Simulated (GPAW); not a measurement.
# CoO (Pm-3m) in GPAW: notebook

One crystal, CoO, is run at these levels: LDA+U, PBE+U, LDA; tasks: single point.

All numbers are computed with GPAW 26.7.0; they aren't measurements. Logs are shortened: lines on timing, memory, paths and dates and some standing lists are left out, and cuts for length are marked. The log counts tension as positive stress, the text compression.

### 1 The structure

The structure is cubic, space group Pm-3m (No. 221). Conventional cell: a = 2.571 Å, b = 2.571 Å, c = 2.571 Å, α = 90.00°, β = 90.00°, γ = 90.00°. Co (site symmetry m-3m) has 8 O at 2.23 Å as nearest neighbours. O (site symmetry m-3m) has 8 Co at 2.23 Å as nearest neighbours.

Measurements of this composition are mostly on another form, of space group No. 225.

### 2 Single point, LDA+U

run.py

```python
from ase.dft.bandgap import bandgap
from ase.io import read, write
from ase.units import GPa
from gpaw import GPAW, PW

atoms = read('CoO.xyz')

calc = GPAW(mode=PW(800),
            xc='LDA',
            kpts={'size': (7, 7, 7), 'gamma': True},
            occupations={'name': 'methfessel-paxton', 'order': 0, 'width': 0.05},
            setups={'Co': ':d,4.0'},
            nbands=17,
            convergence={'density': 1e-05, 'energy': 1e-05},
            maxiter=150,
            txt='gpaw.txt')
atoms.calc = calc
energy = atoms.get_potential_energy()
forces = atoms.get_forces()
stress = atoms.get_stress()
calc.write('gs.gpw')
write('result.traj', atoms)
print(f'Energy: {energy:.6f} eV')
print('Forces (eV/A):')
print(forces.round(4))
print('Stress (GPa):', (stress / GPa).round(3))
print('Fermi level:', round(calc.get_fermi_level(), 4), 'eV')
print(f'Gap: {bandgap(calc)[0]:.4f} eV, direct: {bandgap(calc, direct=True)[0]:.4f} eV')
```

CoO.xyz

```xyz
2
Lattice="2.5705263100 0.0000000000 0.0000000000 0.0000000000 2.5705263100 0.0000000000 0.0000000000 0.0000000000 2.5705263100" Properties=species:S:1:pos:R:3 pbc="T T T"
Co     0.0000000000      0.0000000000      0.0000000000
O      1.2852631550      1.2852631550      1.2852631550
```

Potentials or basis: the program's PAW data sets (release 1.2.1) made for this functional, pw.

Run with:

```sh
$ OMP_NUM_THREADS=1 python run.py
```

gpaw.txt:

```text
__  _  _
 | _ |_)|_||  |
 |__||  | ||/\| - 26.7.0

Input parameters:
  mode=PW(ecut=800.0),
  convergence={'density': 1e-05, 'energy': 1e-05},
  kpts=MonkhorstPack(size=(7, 7, 7), gamma=True),
  maxiter=150,
  nbands=17,
  occupations=Occupations(name='methfessel-paxton', order=0, width=0.05),
  setups={'Co': ':d,4.0'},
  xc=XC(name='LDA')

Diagonalizing LCAO Hamiltonian
Converting LCAO to pw mode
   .-----.
  /|     |
 * |     |
 | .-O---.
 |/     /
 Co----*

Atoms  # Å, Bohr magnetons
|   | symbol |        x |        y |        z |    initial magnetic moments |
|---|--------|----------|----------|----------|-----------------------------|
| 0 |     Co | 0.000000 | 0.000000 | 0.000000 | ( 0.0000,  0.0000,  0.0000) |
| 1 |      O | 1.285263 | 1.285263 | 1.285263 | ( 0.0000,  0.0000,  0.0000) |

Unit cell  # Å
| periodic |        x |        y |        z |  lengths |    angles |
|----------|----------|----------|----------|----------|-----------|
|      yes | 2.570526 | 0.000000 | 0.000000 | 2.570526 | 90.000000 |
|      yes | 0.000000 | 2.570526 | 0.000000 | 2.570526 | 90.000000 |
|      yes | 0.000000 | 0.000000 | 2.570526 | 2.570526 | 90.000000 |

Number of symmetries: 48
Symmetry operations  # r_c * U_cc + t_c -> r_c
|    | kind |            matrix            |
|----|------|------------------------------|
|  0 |  E   |  1, 0, 0,  0, 1, 0,  0, 0, 1 |
|  1 |  σ   |  1, 0, 0,  0, 1, 0,  0, 0,-1 |
|  2 |  σ   |  1, 0, 0,  0, 0, 1,  0, 1, 0 |
|  3 |  C4  |  1, 0, 0,  0, 0, 1,  0,-1, 0 |
|  4 |  C4  |  1, 0, 0,  0, 0,-1,  0, 1, 0 |
|  5 |  σ   |  1, 0, 0,  0, 0,-1,  0,-1, 0 |
|  6 |  σ   |  1, 0, 0,  0,-1, 0,  0, 0, 1 |
|  7 |  C2  |  1, 0, 0,  0,-1, 0,  0, 0,-1 |
|  8 |  σ   |  0, 1, 0,  1, 0, 0,  0, 0, 1 |
|  9 |  C2  |  0, 1, 0,  1, 0, 0,  0, 0,-1 |
| 10 |  C3  |  0, 1, 0,  0, 0, 1,  1, 0, 0 |
| 11 |  S6  |  0, 1, 0,  0, 0, 1, -1, 0, 0 |
| 12 |  S6  |  0, 1, 0,  0, 0,-1,  1, 0, 0 |
| 13 |  C3  |  0, 1, 0,  0, 0,-1, -1, 0, 0 |
| 14 |  C4  |  0, 1, 0, -1, 0, 0,  0, 0, 1 |
| 15 |  S4  |  0, 1, 0, -1, 0, 0,  0, 0,-1 |
| 16 |  C3  |  0, 0, 1,  1, 0, 0,  0, 1, 0 |
| 17 |  S6  |  0, 0, 1,  1, 0, 0,  0,-1, 0 |
| 18 |  σ   |  0, 0, 1,  0, 1, 0,  1, 0, 0 |
| 19 |  C4  |  0, 0, 1,  0, 1, 0, -1, 0, 0 |
| 20 |  C2  |  0, 0, 1,  0,-1, 0,  1, 0, 0 |
| 21 |  S4  |  0, 0, 1,  0,-1, 0, -1, 0, 0 |
| 22 |  S6  |  0, 0, 1, -1, 0, 0,  0, 1, 0 |
| 23 |  C3  |  0, 0, 1, -1, 0, 0,  0,-1, 0 |
| 24 |  S6  |  0, 0,-1,  1, 0, 0,  0, 1, 0 |
| 25 |  C3  |  0, 0,-1,  1, 0, 0,  0,-1, 0 |
| 26 |  C4  |  0, 0,-1,  0, 1, 0,  1, 0, 0 |
| 27 |  σ   |  0, 0,-1,  0, 1, 0, -1, 0, 0 |
| 28 |  S4  |  0, 0,-1,  0,-1, 0,  1, 0, 0 |
| 29 |  C2  |  0, 0,-1,  0,-1, 0, -1, 0, 0 |
| 30 |  C3  |  0, 0,-1, -1, 0, 0,  0, 1, 0 |
| 31 |  S6  |  0, 0,-1, -1, 0, 0,  0,-1, 0 |
| 32 |  C4  |  0,-1, 0,  1, 0, 0,  0, 0, 1 |
| 33 |  S4  |  0,-1, 0,  1, 0, 0,  0, 0,-1 |
| 34 |  S6  |  0,-1, 0,  0, 0, 1,  1, 0, 0 |
| 35 |  C3  |  0,-1, 0,  0, 0, 1, -1, 0, 0 |
| 36 |  C3  |  0,-1, 0,  0, 0,-1,  1, 0, 0 |
| 37 |  S6  |  0,-1, 0,  0, 0,-1, -1, 0, 0 |
| 38 |  σ   |  0,-1, 0, -1, 0, 0,  0, 0, 1 |
| 39 |  C2  |  0,-1, 0, -1, 0, 0,  0, 0,-1 |
| 40 |  σ   | -1, 0, 0,  0, 1, 0,  0, 0, 1 |
| 41 |  C2  | -1, 0, 0,  0, 1, 0,  0, 0,-1 |
| 42 |  C2  | -1, 0, 0,  0, 0, 1,  0, 1, 0 |
| 43 |  S4  | -1, 0, 0,  0, 0, 1,  0,-1, 0 |
| 44 |  S4  | -1, 0, 0,  0, 0,-1,  0, 1, 0 |
| 45 |  C2  | -1, 0, 0,  0, 0,-1,  0,-1, 0 |
| 46 |  C2  | -1, 0, 0,  0,-1, 0,  0, 0, 1 |
| 47 |  i   | -1, 0, 0,  0,-1, 0,  0, 0,-1 |

[... 67 lines left out ...]
    |   4p |  0.000 |      -1.387 |    1.058 |
    |   3d |  7.000 |      -8.461 |    1.005 |
    |    s |        |      21.539 |    1.005 |
    |    p |        |      25.825 |    1.058 |
    |    d |        |      18.750 |    1.005 |

    Using partial waves for Co as LCAO basis

  O:
    name:    Oxygen
    Z:       8.0
    valence: 6
    core:    2
    charge:  0.0  # [|e|]
    compensation charges:
      type: gauss
      rc: 0.21  # [Å]
      lmax: 2
    cutoffs:
      filter: 1.17  # [Å]
      core: 0.83  # [Å]
    projectors
    | kind |    occ | energy [eV] | rcut [Å] |
    |------|--------|-------------|----------|
    |   2s |  2.000 |     -23.752 |    0.688 |
    |   2p |  4.000 |      -9.195 |    0.598 |
    |    s |        |       3.459 |    0.688 |
    |    p |        |      18.016 |    0.598 |
    |    d |        |       0.000 |    0.619 |

    Using partial waves for O as LCAO basis

Reference energy: -39866.174772  # eV

eigensolver:
  PPCG
  Converge bands: occupied
  niter=2

density mixing:
  MSR1-Mixer
  Pratt-step length: 0.05
  Maximum mixing coefficient: 0.75
  Old densities: 10
  SVD Regularization: 0.005
  Good broyden scale: 1.0
  Trust region scale: 1.0
  Backstep threshold: 4.0
  History deletion threshold: 6.0
  Fourier metric: weight=20.0, sigma=0.015

occupation numbers:
  Methfessel-Paxton:
    width: 0.0500  # eV
    order: 0

poisson solver:
  ecut: 6400.0  # eV

xc functional:
  name: None

convergence criteria:
- Maximum integral of absolute [dens]ity change: 1e-05 electrons / valence electron
- Maximum [total energy] change in last 3 cyles: 1e-05 eV / valence electron
- Maximum integral of absolute [eigenst]ate change: 4e-08 eV^2 / valence electron
maximum number of iterations: 150

SCF iterations
|iter     | |      energy | eigst |  dens |
|---------|-|-------------|-------|-------|
|iter:   1| |  -11.690647 | +0.09 |       |
|iter:   2| |  -11.656152 | -2.21 | -1.25 |
|iter:   3| |  -11.632469 | -2.29 | -1.29 |
|iter:   4| |  -11.612429 | -2.80 | -1.54 |
|iter:   5| |  -11.651090 | -4.37 | -1.96 |
|iter:   6| |  -11.800250 | -3.01 | -1.99 |
|iter:   7| |  -11.816272 | -3.91 | -2.15 |
|iter:   8| |  -11.816496 | -4.45 | -2.38 |
|iter:   9| |  -11.816416 | -5.98 | -3.02 |
|iter:  10| |  -11.816426c| -5.91 | -3.31 |
|iter:  11| |  -11.816438c| -7.49c| -4.19 |
|iter:  12| |  -11.816438c| -8.32c| -4.98 |
|iter:  13| |  -11.816438c| -7.83c| -5.20c|

Converged in 13 steps
Energy contributions relative to reference atoms: (reference = -39866.174772)

Energy contributions:
  Kinetic:          29.359595
  Coulomb:         -25.365679
  Zero:              0.078633
  External:          0.000000
  Xc:              -15.887781
  Entropy:          -0.002412
  Spinorbit:         0.000000
  ----------------------------
  Free energy:     -11.817644
  Extrapolated:    -11.816438

dipole moment: (-6.831240, -6.831240, -6.831240)  # |e|*Ang

Fermi level: 9.594
Eigenvalues  # (at kpt = [0.000, 0.000, 0.000])
| band index |      eig [eV] | occ [0-2] |
|------------|---------------|-----------|
|          0 |       -10.987 |     2.000 |
|          1 |         5.741 |     2.000 |
|          2 |         5.741 |     2.000 |
|          3 |         6.545 |     2.000 |
|          4 |         6.545 |     2.000 |
|          5 |         6.545 |     2.000 |
[... 9 lines left out ...]
|         15 |        39.743 |     0.000 |
|         16 |        39.743 |     0.000 |

No gap
No difference between direct/indirect transitions

Forces  # eV/Ang
|        x |        y |        z |
|----------|----------|----------|
|  0.00000 |  0.00000 |  0.00000 |  # Co   0
| -0.00000 | -0.00000 | -0.00000 |  # O    1

Stress tensor  # eV/Ang^3
|        x |        y |        z |
|----------|----------|----------|
| 0.133366 | 0.000000 | 0.000000 |
| 0.000000 | 0.133366 | 0.000000 |
| 0.000000 | 0.000000 | 0.133366 |

# Writing to gs.gpw (mode='')
```

Wall time 7.8 s (1 thread of Arm Neoverse V2, shared host); peak memory 0.14 GiB.

Results:

| Property | Result |
| --- | --- |
| Free energy | -11.8176 eV |
| Pressure | -21.4 GPa |
| Band gap on the k mesh | none (metal or under the smearing width) |

Caveat: an odd number of electrons without spin polarisation forces a metal; a magnetic or distorted state may lie lower; the run has no spin polarisation, though such a crystal can be magnetic; U without spin polarisation on a metal has little footing. Spin polarisation is off, so any magnetic state and its effect on volume and gap are missing.

### 3 Single point, PBE+U

Changes to run.py since step 2:

```diff
@@ -2,12 +2,13 @@
 from ase.io import read, write
-from ase.units import GPa
+from ase.units import Bohr, GPa
 from gpaw import GPAW, PW
+from gpaw.elf import elf_from_dft_calculation
 
-atoms = read('CoO.xyz')
+atoms = read('POSCAR')
 
 calc = GPAW(mode=PW(800),
-            xc='LDA',
+            xc='PBE',
             kpts={'size': (7, 7, 7), 'gamma': True},
             occupations={'name': 'methfessel-paxton', 'order': 0, 'width': 0.05},
-            setups={'Co': ':d,4.0'},
+            setups={'Co': ':d,7.0'},
             nbands=17,
@@ -28 +29,6 @@
 print(f'Gap: {bandgap(calc)[0]:.4f} eV, direct: {bandgap(calc, direct=True)[0]:.4f} eV')
+
+# fields on the real-space grid
+write('density.cube', atoms, data=calc.get_pseudo_density() * Bohr**3)
+write('potential.cube', atoms, data=calc.get_electrostatic_potential())
+write('elf.cube', atoms, data=elf_from_dft_calculation(calc).data)
```

POSCAR

```
CoO
1.0
    2.5705263100      0.0000000000      0.0000000000
    0.0000000000      2.5705263100      0.0000000000
    0.0000000000      0.0000000000      2.5705263100
Co O
1 1
Direct
    0.0000000000      0.0000000000      0.0000000000
    0.5000000000      0.5000000000      0.5000000000
```

Potentials or basis: GPAW PAW data sets (gpaw-data 1.2.1), pw.

Run with:

```sh
$ OMP_NUM_THREADS=1 python run.py
```

It took 7.9 s on 1 thread of Arm Neoverse V2, shared host; peak memory 0.14 GiB.

It converged, with:

* Free energy: -7.4842 eV
* Pressure: -1.1 GPa
* Band gap on the k mesh: none (metal or under the smearing width)

Levels at points of the mesh, in eV from the Fermi level:
| k point | band 4 | band 5 | band 6 | band 7 | band 8 | band 9 | band 10 | band 11 |
| --- | --- | --- | --- | --- | --- | --- | --- | --- |
| (0.00, 0.00, 0.00) | -3.18 | -3.18 | -3.18 | -0.08 | -0.08 | -0.08 | 1.54 | 15.63 |

Caveat: an odd number of electrons without spin polarisation forces a metal; a magnetic or distorted state may lie lower; the run has no spin polarisation, though such a crystal can be magnetic; U without spin polarisation on a metal has little footing. Spin polarisation is off, so any magnetic state and its effect on volume and gap are missing.

### 4 Single point, LDA, collinear spin, random start

run.py

```python
from ase import Atoms
from ase.dft.bandgap import bandgap
from ase.io import write
from ase.units import GPa
from gpaw import GPAW, PW

atoms = Atoms(['Co', 'O'],
              cell=[[2.57052631, 0.0, 0.0],
                    [0.0, 2.57052631, 0.0],
                    [0.0, 0.0, 2.57052631]],
              scaled_positions=[[0.0, 0.0, 0.0],
                                [0.5, 0.5, 0.5]],
              pbc=True)
atoms.set_initial_magnetic_moments([0.49, 0.0])

calc = GPAW(mode=PW(800),
            xc='LDA',
            kpts={'size': (7, 7, 7), 'gamma': True},
            occupations={'name': 'methfessel-paxton', 'order': 0, 'width': 0.05},
            nbands=17,
            convergence={'density': 1e-05, 'energy': 1e-05},
            maxiter=150,
            txt='gpaw.txt')
atoms.calc = calc
energy = atoms.get_potential_energy()
forces = atoms.get_forces()
stress = atoms.get_stress()
calc.write('gs.gpw')
write('result.traj', atoms)
print(f'Energy: {energy:.6f} eV')
print('Forces (eV/A):')
print(forces.round(4))
print('Stress (GPa):', (stress / GPa).round(3))
print('Moments:', calc.get_magnetic_moments().round(3))
print('Fermi level:', round(calc.get_fermi_level(), 4), 'eV')
print(f'Gap: {bandgap(calc)[0]:.4f} eV, direct: {bandgap(calc, direct=True)[0]:.4f} eV')
```

Potentials or basis: the program's PAW data sets (release 1.2.1) made for this functional, pw.

Run with:

```sh
$ OMP_NUM_THREADS=1 python run.py
```

It took 20 s on 1 thread of Arm Neoverse V2, shared host; peak memory 0.14 GiB.

Results (log left out):

```
Free energy            : -15.7187 eV
Pressure               : -7.4 GPa
Band gap on the k mesh : none (metal or under the smearing width)
Net moment             : 3.00 μB per cell
Site moments           : Co +2.45; O +0.36 μB
```

Levels at points of the mesh, in eV from the Fermi level:
Spin up:
```csv
k point,band 6,band 7,band 8,band 9,band 10,band 11,band 12,band 13
"(0.00, 0.00, 0.00)",-3.00,-2.21,-2.21,-2.21,1.04,15.63,15.63,20.51
```
Spin down:
```
           k point  band 4  band 5  band 6  band 7  band 8  band 9
(0.00, 0.00, 0.00)   -2.15   -2.15   -2.15    0.46    0.46    0.46
```

Caveat: a cell with one magnetic atom can't hold antiferromagnetic order, which such compounds often take; semilocal functionals often make such compounds metallic where correlation or magnetic order opens a gap, which also shifts bond lengths. With open d or f shells a metallic result of LDA can be an artefact of self-interaction; +U or a hybrid may open a gap.

### 5 Single point, LDA, collinear spin, ferromagnetic start

Changes to run.py since step 4:

```diff
@@ -3,4 +3,5 @@
 from ase.io import write
-from ase.units import GPa
+from ase.units import Bohr, GPa
 from gpaw import GPAW, PW
+from gpaw.elf import elf_from_dft_calculation
 
@@ -13,3 +14,3 @@
               pbc=True)
-atoms.set_initial_magnetic_moments([0.49, 0.0])
+atoms.set_initial_magnetic_moments([2.0, 0.0])
 
@@ -36 +37,7 @@
 print(f'Gap: {bandgap(calc)[0]:.4f} eV, direct: {bandgap(calc, direct=True)[0]:.4f} eV')
+
+# fields on the real-space grid
+write('density.cube', atoms, data=calc.get_pseudo_density() * Bohr**3)
+write('potential.cube', atoms, data=calc.get_electrostatic_potential())
+write('spin.cube', atoms, data=(calc.get_pseudo_density(spin=0) - calc.get_pseudo_density(spin=1)) * Bohr**3)
+write('elf.cube', atoms, data=elf_from_dft_calculation(calc).data)
```

Run with:

```sh
$ OMP_NUM_THREADS=1 python run.py
```

It took 19 s on 1 thread of Arm Neoverse V2, shared host; peak memory 0.14 GiB.

It converged, with:

- Free energy: -15.7187 eV
- Pressure: -7.4 GPa
- Band gap on the k mesh: none (metal or under the smearing width)
- Net moment: 3.00 μB per cell
- Site moments: Co +2.45; O +0.36 μB

Levels at points of the mesh, in eV from the Fermi level:
Spin up:
```
           k point  band 5  band 6  band 7  band 8  band 9  band 10  band 11  band 12  band 13
(0.00, 0.00, 0.00)   -3.00   -3.00   -2.21   -2.21   -2.21     1.04    15.63    15.63    20.51
```
Spin down:
```tsv
k point	band 4	band 5	band 6	band 7	band 8	band 9
(0.00, 0.00, 0.00)	-2.15	-2.15	-2.15	0.46	0.46	0.46
```

Caveat: a cell with one magnetic atom can't hold antiferromagnetic order, which such compounds often take; semilocal functionals often make such compounds metallic where correlation or magnetic order opens a gap, which also shifts bond lengths.

### 6 Overview

| level | potentials or basis | spin | U | gap on the mesh (eV) | pressure (GPa) | moment (μB) |
| --- | --- | --- | --- | --- | --- | --- |
| LDA+U | the program's PAW data sets (release 1.2.1) made for this functional, pw | off | Co d U = 4 eV | none | -21.4 | - |
| PBE+U | GPAW PAW data sets (gpaw-data 1.2.1), pw | off | Co d U = 7 eV | none | -1.1 | - |
| LDA | the program's PAW data sets (release 1.2.1) made for this functional, pw | collinear, random start | - | none | -7.4 | 3.00 |
| LDA | the program's PAW data sets (release 1.2.1) made for this functional, pw | collinear, ferromagnetic start | - | none | -7.4 | 3.00 |

Alike in all rows: task single point; cell as given; k mesh 7 × 7 × 7; cutoff (eV) 800; smearing gaussian 0.05 eV.

Caveats: an odd number of electrons without spin polarisation forces a metal (some runs); a magnetic or distorted state may lie lower (some runs); U without spin polarisation on a metal has little footing (some runs); a cell with one magnetic atom can't hold antiferromagnetic order, which such compounds often take (some runs); semilocal functionals often make such compounds metallic where correlation or magnetic order opens a gap, which also shifts bond lengths (some runs).

Total energies depend on the potentials used, so only differences within one code and one set of settings carry meaning.
